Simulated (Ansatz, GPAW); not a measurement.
Given: the input of a run of Ansatz 0.2.0 on BN. Measurements of this composition are mostly on another form, of space group No. 194.

The input input.yaml:

```yaml
crystal:
  lattice:
    - [2.5539396017, 0.0, 0.0]
    - [-1.2769698009, 2.2117765748, 0.0]
    - [0.0, 0.0, 4.226855]
  atoms:
    - { symbol: "N", position: [0.3333333333, 0.6666666667, 0.125276] }
    - { symbol: "N", position: [0.6666666667, 0.3333333333, 0.625276] }
    - { symbol: B, position: [0.3333333333, 0.6666666667, 0.499724] }
    - { symbol: B, position: [0.6666666667, 0.3333333333, 0.999724] }
hamiltonian:
  xc: pbesol
  pseudopotentials: { kind: paw }
kpoints:
  mp_grid: { grid: [12, 12, 6] }
scf:
  occupations: { method: gaussian, width: 0.02 }
output:
  forces: true
  stress: true
  eigenvalues: true
```

Potentials or basis: Ansatz PAW.

Command:

```bash
$ ansatz run input.yaml --threads 1 --pin off --max-ram 3584MiB --backend cpu --events-out ev --progress --plain --runs-dir out
```

Question: Translate it to GPAW 26.7.0 (ASE script). Potentials or basis there: PAW data sets generated for this functional, cutoff 800 eV.

Answer: As run (cutoffs and basis follow the program's own potentials, and thresholds, step limits or extra output files can differ):

File run.py:

```python
from ase.dft.bandgap import bandgap
from ase.io import read, write
from ase.units import GPa
from gpaw import GPAW, PW, setup_paths

setup_paths.insert(0, '.')

atoms = read('POSCAR')

calc = GPAW(mode=PW(800),
            xc='PBEsol',
            kpts={'size': (12, 12, 6), 'gamma': True},
            occupations={'name': 'methfessel-paxton', 'order': 0, 'width': 0.02},
            nbands=18,
            convergence={'density': 1e-05, 'energy': 1e-05},
            maxiter=150,
            txt='gpaw.txt')
atoms.calc = calc
energy = atoms.get_potential_energy()
forces = atoms.get_forces()
stress = atoms.get_stress()
calc.write('gs.gpw')
write('result.traj', atoms)
print(f'Energy: {energy:.6f} eV')
print('Forces (eV/A):')
print(forces.round(4))
print('Stress (GPa):', (stress / GPa).round(3))
print('Fermi level:', round(calc.get_fermi_level(), 4), 'eV')
print(f'Gap: {bandgap(calc)[0]:.4f} eV, direct: {bandgap(calc, direct=True)[0]:.4f} eV')
```

POSCAR

```
BN
1.0
    2.5539396017      0.0000000000      0.0000000000
   -1.2769698009      2.2117765748      0.0000000000
    0.0000000000      0.0000000000      4.2268550000
N B
2 2
Direct
    0.3333333333      0.6666666667      0.1252760000
    0.6666666667      0.3333333333      0.6252760000
    0.3333333333      0.6666666667      0.4997240000
    0.6666666667      0.3333333333      0.9997240000
```

Potentials or basis: PAW data sets generated in the run's folder for this functional, pw.

Run with:

```sh
$ gpaw-setup -f PBEsol B N
$ OMP_NUM_THREADS=1 python run.py
```

Both were run:

|  | Ansatz | GPAW |
| --- | --- | --- |
| Pressure | -5.9 GPa | -7.1 GPa |

Ansatz's pressure holds a Pulay term of +1.08 GPa for its cutoff of 420 eV, which the other run lacks.

Ansatz's potentials were made for PBE.

Where Ansatz's input types no cutoff or centring, it takes its own default and a Γ-centred mesh.

Pressure is positive in compression.
